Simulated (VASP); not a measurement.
**Input and output of a VASP PBE with spin–orbit coupling single-point calculation on SnSe2 (1T (CdI2) bulk)**

INCAR

```
GGA_COMPAT = .FALSE.
ISMEAR = -1
PREC = Accurate
GGA = PE
LREAL = .FALSE.
MAGMOM = 0.0 0.0 0.0 0.0 0.0 0.0 0.0 0.0 0.0
LWAVE = .FALSE.
LCHARG = .FALSE.
IBRION = -1
NSW = 0
ENCUT = 520
NBANDS = 37
EDIFF = 1E-7
LSORBIT = .TRUE.
ISIF = 2
SIGMA = 0.02
LASPH = .TRUE.
NELM = 120
```

KPOINTS

```
KPOINTS created by Atomic Simulation Environment
0
Gamma
12 12 4
0 0 0
```

KPOINTS_OPT

```
special points
8
Reciprocal
0.0000000000 0.0000000000 0.0000000000 1
0.5000000000 0.0000000000 0.0000000000 1
0.3333333333 0.3333333333 0.0000000000 1
0.0000000000 0.0000000000 0.5000000000 1
0.5000000000 0.0000000000 0.5000000000 1
0.3333333333 0.3333333333 0.5000000000 1
0.0833333333 0.0833333333 0.0000000000 1
0.5000000000 0.0000000000 0.3500000000 1
```

POSCAR

```
Sn Se
 1.0000000000000000
     3.8251493340507654    0.0000000000000000   -0.0000000000000000
    -1.9125746670253827    3.3126764965570907   -0.0000000000000000
    -0.0000000000000000   -0.0000000000000000    6.2270788927462952
 Sn  Se
   1   2
Cartesian
  0.0000000000000000  0.0000000000000000 -0.0000000000000000
 -0.0000000000000001  2.2084509977047269  1.5759381138061268
  1.9125746670253825  1.1042254988523634  4.6511407789401682
```

VASP ran with the recommended PBE PAW datasets (26 valence electrons in the cell).

Command

```
mpirun -np 1 vasp_ncl
```

OSZICAR

```
N       E                     dE             d eps       ncg     rms          rms(c)
DAV:   1     0.252869493538E+03    0.25287E+03   -0.11601E+04  5344   0.161E+03
DAV:   2     0.274438304693E+02   -0.22543E+03   -0.21517E+03  5210   0.457E+02
DAV:   3    -0.101241789024E+02   -0.37568E+02   -0.36487E+02  6161   0.159E+02
DAV:   4    -0.121233808345E+02   -0.19992E+01   -0.19827E+01  6140   0.391E+01
DAV:   5    -0.121728448244E+02   -0.49464E-01   -0.49434E-01  7088   0.655E+00    0.503E+00
DAV:   6    -0.119302726041E+02    0.24257E+00   -0.32111E-01  7315   0.793E+00    0.323E+00
DAV:   7    -0.119140696570E+02    0.16203E-01   -0.15523E-01  5926   0.258E+00    0.122E+00
DAV:   8    -0.119141113312E+02   -0.41674E-04   -0.81638E-03  6749   0.904E-01    0.609E-01
DAV:   9    -0.119144808326E+02   -0.36950E-03   -0.13949E-03  6107   0.336E-01    0.160E-01
DAV:  10    -0.119146732967E+02   -0.19246E-03   -0.29143E-04  6403   0.186E-01    0.528E-02
DAV:  11    -0.119146982615E+02   -0.24965E-04   -0.91626E-05  6088   0.641E-02    0.182E-02
DAV:  12    -0.119147126305E+02   -0.14369E-04   -0.24189E-05  5349   0.328E-02    0.722E-03
DAV:  13    -0.119147129358E+02   -0.30528E-06   -0.11477E-06  6434   0.799E-03    0.374E-03
DAV:  14    -0.119147129203E+02    0.15524E-07   -0.39470E-08  4026   0.186E-03
   1 F= -.11914713E+02 E0= -.11914713E+02  d E =-.652748E-09  mag=    -0.0000    -0.0000     0.0000
       N       E                     dE             ncg
DAV:   1     0.116184397696E+04   -0.38955E+04      635
DAV:   2    -0.637870534688E+03   -0.17997E+04      613
DAV:   3    -0.936822262790E+03   -0.29895E+03      734
DAV:   4    -0.952769276405E+03   -0.15947E+02      694
DAV:   5    -0.953178486339E+03   -0.40921E+00      827
DAV:   6    -0.953188120544E+03   -0.96342E-02      737
DAV:   7    -0.953188504607E+03   -0.38406E-03      846
DAV:   8    -0.953188516625E+03   -0.12018E-04      756
DAV:   9    -0.953188516718E+03   -0.92850E-07      595
```

From OUTCAR

```
k-points           NKPTS =     69   k-points in BZ     NKDIM =     69   number of bands    NBANDS=     37

   NELECT =      26.0000    total number of electrons

   dimension x,y,z NGX =    28 NGY =   28 NGZ =   48
   dimension x,y,z NGXF=    56 NGYF=   56 NGZF=   96

  energy-cutoff  :      520.00
  volume of cell :       78.91
      direct lattice vectors                 reciprocal lattice vectors
     3.825149334  0.000000000  0.000000000     0.261427702  0.150935354  0.000000000
    -1.912574667  3.312676497  0.000000000     0.000000000  0.301870708  0.000000000
     0.000000000  0.000000000  6.227078893     0.000000000  0.000000000  0.160588940

 k-points in reciprocal lattice and weights: KPOINTS created by Atomic Simulation Env
   0.00000000  0.00000000  0.00000000       0.002
   0.08333333 -0.00000000  0.00000000       0.010
   0.16666667 -0.00000000  0.00000000       0.010
   0.25000000 -0.00000000  0.00000000       0.010
   0.33333333  0.00000000  0.00000000       0.010
   0.41666667 -0.00000000  0.00000000       0.010
   0.50000000 -0.00000000  0.00000000       0.005
   0.08333333  0.08333333  0.00000000       0.010
   ...

 E-fermi :   4.3400

 k-point     1 :       0.0000    0.0000    0.0000
  band No.  band energies     occupation
      1     -17.8774      1.00000
      2     -17.8774      1.00000
      3     -17.8566      1.00000
      4     -17.8566      1.00000
      5     -16.8564      1.00000
      6     -16.8564      1.00000
      7     -16.8272      1.00000
      8     -16.8272      1.00000
      9     -16.8174      1.00000
     10     -16.8174      1.00000
     11      -9.8304      1.00000
     12      -9.8304      1.00000
     13      -8.2083      1.00000
     14      -8.2083      1.00000
     15      -2.1836      1.00000
     16      -2.1836      1.00000
     17       3.1221      1.00000
     18       3.1221      1.00000
     19       3.4979      1.00000
     20       3.4979      1.00000
     21       3.5398      1.00000
     22       3.5398      1.00000
     23       3.7714      1.00000
     24       3.7714      1.00000
     25       3.8967      1.00000
     26       3.8967      1.00000
     27       4.9545      0.00000
     28       4.9545      0.00000
     29       6.9661      0.00000
     30       6.9661      0.00000
     31       8.3933      0.00000
     32       8.3933      0.00000
     33       8.8019      0.00000
     34       8.8019      0.00000
     35      11.9814      0.00000
     36      11.9814      0.00000
     37      12.9332      0.00000

 k-point     2 :       0.0833   -0.0000    0.0000
  band No.  band energies     occupation
      1     -17.8770      1.00000
      2     -17.8770      1.00000
      3     -17.8570      1.00000
      4     -17.8570      1.00000
      5     -16.8557      1.00000
      6     -16.8557      1.00000
      7     -16.8287      1.00000
      8     -16.8287      1.00000
      9     -16.8167      1.00000
     10     -16.8167      1.00000
     11      -9.7630      1.00000
     12      -9.7630      1.00000
     13      -8.1640      1.00000
     14      -8.1640      1.00000
     15      -2.1654      1.00000
     16      -2.1654      1.00000
     17       2.5102      1.00000
     18       2.5102      1.00000
     19       2.9823      1.00000
     20       2.9823      1.00000
     21       3.3068      1.00000
     22       3.3068      1.00000
     23       3.7602      1.00000
     24       3.7602      1.00000
     25       3.9676      1.00000
     26       3.9676      1.00000
     27       5.5718      0.00000
     28       5.5718      0.00000
     29       7.3729      0.00000
     30       7.3729      0.00000
     31       8.3011      0.00000
     32       8.3011      0.00000
     33       8.8027      0.00000
     34       8.8027      0.00000
     35      12.0927      0.00000
     36      12.0937      0.00000
     37      12.2645      0.00000

 k-point     3 :       0.1667   -0.0000    0.0000
  band No.  band energies     occupation
      1     -17.8759      1.00000
      2     -17.8759      1.00000
      3     -17.8579      1.00000
      4     -17.8579      1.00000
      5     -16.8550      1.00000
      6     -16.8550      1.00000
      7     -16.8318      1.00000
      8     -16.8318      1.00000
      9     -16.8142      1.00000
     10     -16.8142      1.00000
     11      -9.5652      1.00000
     12      -9.5652      1.00000
     13      -8.0432      1.00000
     14      -8.0432      1.00000
     15      -2.1463      1.00000
     16      -2.1463      1.00000
     17       1.3922      1.00000
     18       1.3922      1.00000
     19       2.3664      1.00000
     20       2.3664      1.00000
     21       2.6526      1.00000
     22       2.6526      1.00000
     23       3.7565      1.00000
     24       3.7565      1.00000
     25       3.9816      1.00000
     26       3.9816      1.00000
     27       6.1562      0.00000
     28       6.1562      0.00000
     29       7.6153      0.00000
     30       7.6153      0.00000
     31       8.6926      0.00000
     32       8.6926      0.00000
     33       9.0725      0.00000
     34       9.0725      0.00000
     35      11.1764      0.00000
     36      11.1764      0.00000
     37      12.1863      0.00000

 k-point     4 :       0.2500   -0.0000    0.0000
  band No.  band energies     occupation
      1     -17.8752      1.00000
      2     -17.8752      1.00000
      3     -17.8588      1.00000
      4     -17.8588      1.00000
      5     -16.8569      1.00000
      6     -16.8569      1.00000
      7     -16.8337      1.00000
      8     -16.8337      1.00000
      9     -16.8100      1.00000
     10     -16.8100      1.00000
     11      -9.2528      1.00000
     12      -9.2528      1.00000
     13      -7.8832      1.00000
     14      -7.8832      1.00000
     15      -2.2445      1.00000
     16      -2.2445      1.00000
     17       0.4942      1.00000
     18       0.4942      1.00000
     19       1.6324      1.00000
     20       1.6324      1.00000
     21       2.1580      1.00000
     22       2.1580      1.00000
     23       3.6201      1.00000
     24       3.6201      1.00000
     25       3.9065      1.00000
     26       3.9065      1.00000
     27       5.8854      0.00000
     28       5.8854      0.00000
     29       7.8106      0.00000
     30       7.8106      0.00000
     31       9.2238      0.00000
     32       9.2238      0.00000
     33       9.5496      0.00000
     34       9.5496      0.00000
     35      10.4803      0.00000
     36      10.4803      0.00000
     37      12.2231      0.00000

 k-point     5 :       0.3333    0.0000    0.0000
  band No.  band energies     occupation
      1     -17.8754      1.00000
      2     -17.8754      1.00000
      3     -17.8590      1.00000
      4     -17.8590      1.00000
      5     -16.8616      1.00000
      6     -16.8616      1.00000
      7     -16.8334      1.00000
      8     -16.8334      1.00000
      9     -16.8049      1.00000
     10     -16.8049      1.00000
     11      -8.8617      1.00000
     12      -8.8617      1.00000
     13      -7.7495      1.00000
     14      -7.7495      1.00000
     15      -2.5706      1.00000
     16      -2.5706      1.00000
     17      -0.0087      1.00000
     18      -0.0087      1.00000
     19       1.1085      1.00000
     20       1.1085      1.00000
     21       1.7933      1.00000
     22       1.7933      1.00000
     23       3.3091      1.00000
     24       3.3091      1.00000
     25       3.7913      1.00000
     26       3.7913      1.00000
     27       5.4369      0.00000
     28       5.4369      0.00000
     29       7.8440      0.00000
     30       7.8440      0.00000
     31       9.3132      0.00000
     32       9.3132      0.00000
     33       9.6656      0.00000
     34       9.6656      0.00000
     35      10.3904      0.00000
     36      10.3904      0.00000
     37      12.9426      0.00000

 ...

  Total        1.4595502      1.4595502      1.5360071      0.0000000      0.0000000      0.0000000
  in kB       29.6358795     29.6358795     31.1883230      0.0000000      0.0000000      0.0000000
  external PRESSURE =      30.1533607 kB  Pullay stress =       0.0000000 kB

 POSITION                                       TOTAL-FORCE (eV/Angst)
 -----------------------------------------------------------------------------------
      0.00000      0.00000      0.00000        -0.000000      0.000000      0.000000
      0.00000      2.20845      1.57594         0.000000     -0.000000      0.281480
      1.91257      1.10423      4.65114        -0.000000      0.000000     -0.281480
 -----------------------------------------------------------------------------------
    total drift:                                0.000000      0.000000      0.000000

  FREE ENERGIE OF THE ION-ELECTRON SYSTEM (eV)
  ---------------------------------------------------
  free  energy   TOTEN  =       -11.9147129203 eV

  energy  without entropy=      -11.9147129196  energy(sigma->0) =      -11.91471292
```

```yaml
gap_between_bands_v_and_c: 0.64 eV
least_direct_gap: 1.06 eV
largest_force: 0.28 eV/Å
```

Band v is the last that the valence electrons fill when counted band by band, and c is the next.
